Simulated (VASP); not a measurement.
Set up this calculation in VASP 6.6.1, as the native input.

```yaml
Task: single point
Functional: PBE
Potentials_or_basis: VASP PAW PBE potentials, release 64 (Al, P)
Cutoff: 520 eV
k_mesh: 2 × 2 × 2
Occupations: gaussian, width 0.1 eV
Spin: no spin polarisation
Dipole_correction: no
Further_INCAR_settings: LREAL = Auto; ALGO = Normal; EDIFF = 1e-06; NBANDS = 42
```

The structure of Al8P7 (a cell with a defect) lies in POSCAR:

```
Al8P7
1.0
    0.0000000000      5.4279060000      5.4279060000
    5.4279060000      0.0000000000      5.4279060000
    5.4279060000      5.4279060000      0.0000000000
Al P
8 7
Direct
    0.0054146111     -0.0061880217      0.0075478463
   -0.0279850093      0.0041439553      0.5252248289
    0.0410139748      0.4653650966      0.0288479572
   -0.0279441096      0.4991591601      0.5251804287
    0.5198443930     -0.0283837819     -0.0032280404
    0.4974132750      0.0070366915      0.4890982821
    0.5199020580      0.5123746616     -0.0032726248
    0.4941721540      0.5377368363      0.4309341392
    0.1392994831      0.0947804734      0.1492561772
    0.1190990596      0.1242756415      0.6328946190
    0.1393530028      0.6172452139      0.1492173962
    0.6318922988      0.1280972810      0.1125231351
    0.5986349064      0.1543698435      0.6146525014
    1.0544493586      0.6337226547     -0.3213528385
    0.5986741480      0.6329240042      0.6146119701
```

One way to write it, as run:

INCAR

```
PREC     = Accurate       # precision mode
ENCUT    = 520            # plane-wave cutoff, eV
EDIFF    = 1E-6           # SCF threshold, eV
ISMEAR   = 0              # smearing method
SIGMA    = 0.1            # smearing width, eV
LREAL    = Auto         
LASPH    = T              # aspherical terms in the spheres
NELM     = 100            # most SCF steps
ALGO     = Normal         # electronic algorithm
ISIF     = 2              # what is computed and relaxed
LWAVE    = F              # write WAVECAR
LCHARG   = T              # write CHGCAR
GGA      = PE             # functional
LELF     = T              # ELF
LVHAR    = T            
NBANDS   = 42             # bands
```

KPOINTS

```
regular mesh
0
Gamma
  2 2 2
```

Potentials or basis: VASP PAW PBE potentials, release 64 (Al, P).

Launch:

```console
$ cat potpaw_PBE.64/Al/POTCAR potpaw_PBE.64/P/POTCAR > POTCAR
$ mpirun -np 1 vasp_std > vasp.out
```

Results of the run:

```yaml
Pressure: 0.2 GPa
Largest_force: 0.973 eV/Å
Band_gap_on_the_k_mesh: none (metal or under the smearing width)
```

Caveat: the k mesh is coarse (spacing up to 0.50 Å⁻¹), so the values aren't converged.

Run time: 4.1 min on 1 thread of Intel(R) Xeon(R) Platinum 8259CL CPU @ 2.50GHz (Skylake/Cascade Lake), with other jobs on the host, peak memory 0.47 GiB.
